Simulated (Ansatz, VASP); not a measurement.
## Two plane-wave programs on AlRu

File INCAR:

```
SYSTEM = AlRu
  PREC = Accurate
  ENCUT = 520
  EDIFF = 1E-7
  ISMEAR = -1
  SIGMA = 0.05
  LREAL = .FALSE.
  LASPH = .TRUE.
  NELM = 100
  ALGO = Normal
  ISIF = 2
  LWAVE = .FALSE.
  LCHARG = .FALSE.
  NBANDS = 16
```

KPOINTS

```
Automatic mesh
0
G
  9 9 9
  0 0 0
```

The input POSCAR:

```
AlRu
1.0
    2.9305298028      0.0000000000      0.0000000000
    0.0000000000      2.9305298028      0.0000000000
    0.0000000000      0.0000000000      2.9305298028
Ru Al
1 1
Direct
    0.5000000000      0.5000000000      0.5000000000
    0.0000000000      0.0000000000      0.0000000000
```

File input.yaml:

```yaml
crystal:
  lattice:
    - [2.9305298028, 0.0, 0.0]
    - [0.0, 2.9305298028, 0.0]
    - [0.0, 0.0, 2.9305298028]
  atoms:
    - { symbol: Ru, position: [0.5, 0.5, 0.5] }
    - { symbol: Al, position: [0.0, 0.0, 0.0] }
hamiltonian:
  xc: lda
  pseudopotentials: { kind: paw }
kpoints:
  mp_grid: { grid: [9, 9, 9] }
scf:
  occupations: { method: fermi_dirac, width: 0.05 }
output:
  forces: true
  stress: true
  eigenvalues: true
```

Alike in both runs: task single point; functional LDA; k mesh 9 × 9 × 9; occupations fermi-dirac, width 0.05 eV; no spin polarisation.

```csv
,VASP,Ansatz
version,VASP 6.6.1,Ansatz 0.2.0
potentials or method,"VASP PAW LDA potentials, release 64 (Ru_pv, Al)",Ansatz PAW
plane-wave cutoff (eV),520,420
valence electrons in the cell,17,19
```

|  | VASP | Ansatz | Ansatz less VASP |
| --- | --- | --- | --- |
| gap on the k mesh at the Fermi level (eV) | none | none | - |
| pressure (GPa) | 6.4 | 5.8 | -0.68 |

A gap of «none» marks a metal or a gap that the smearing closes. The two sets of potentials don't hold the same shells in valence.

Caveats: the PAW data sets come from PBE, with cores solved anew for the run's functional, which leaves a small shift of forces and pressure (Ansatz).
